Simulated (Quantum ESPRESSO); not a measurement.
**MnO2 under changes of volume**

One of the cells (10.839 Å³/atom); the others are scaled copies at fixed shape and fractional positions:

```
Mn O
1.0
     2.85658    0.00000    0.00000
    -1.42829    2.47387    0.00000
     0.00000    0.00000    4.60137
Mn O
1 2
Direct
  0.00000 0.00000 0.50000
  0.33333 0.66667 0.70629
  0.66667 0.33333 0.29371
```

Measurements of this composition are mostly on another form, of space group No. 136.

| Item | Value |
| --- | --- |
| Program | Quantum ESPRESSO 7.5 |
| Functional | PBEsol |
| Potentials or basis | GBRV 1.5 PBEsol |
| Cutoff | 612 eV |
| Density cutoff | 4898 eV |
| k mesh | 11 × 11 × 6 |
| Occupations | fermi-dirac, width 0.05 eV |
| Spin | collinear spin, ferromagnetic start |
| Starting moments | [4.0, 0.0, 0.0] μB |

```tsv
volume (Å³/atom)	energy over the lowest point (meV/atom)	pressure (GPa)	gap on the mesh (eV)
10.189	?	?	?
10.405	7.70	7.2	0.58
10.622	0.86	2.6	0.66
10.839	0.00	-1.6	0.74
11.056	4.50	-5.3	0.81
11.273	13.75	-8.7	0.89
11.489	27.29	-11.6	0.95
```

**Question.** What does the run at 10.189 Å³/atom give?

**Answer.** Energy over the lowest point 21.28 meV/atom; pressure 12.5 GPa; gap on the mesh 0.50 eV.

Worked out: A Birch-Murnaghan fit of order 3 (a polynomial in V^(-2/3)) to the other rows has its minimum at 10.76 Å³/atom with B0 = V·E''(V) = 203 GPa and B' = 4.4 at fixed shape and positions, which overstates the stiffness. It gives 21.10 meV/atom at 10.189 Å³/atom, against the run's 21.28, and -dE/dV = 12.6 GPa, against 12.5. A straight line through the other rows of the gap, of slope 3.76 eV per unit of ln V, extrapolates to 0.50 eV, against the run's 0.50.

Energies are extrapolated to zero smearing.

Caveats: an odd mesh through Γ misses points on the zone boundary, where band edges often lie; a cell with one magnetic atom can't hold antiferromagnetic order, which such compounds often take.
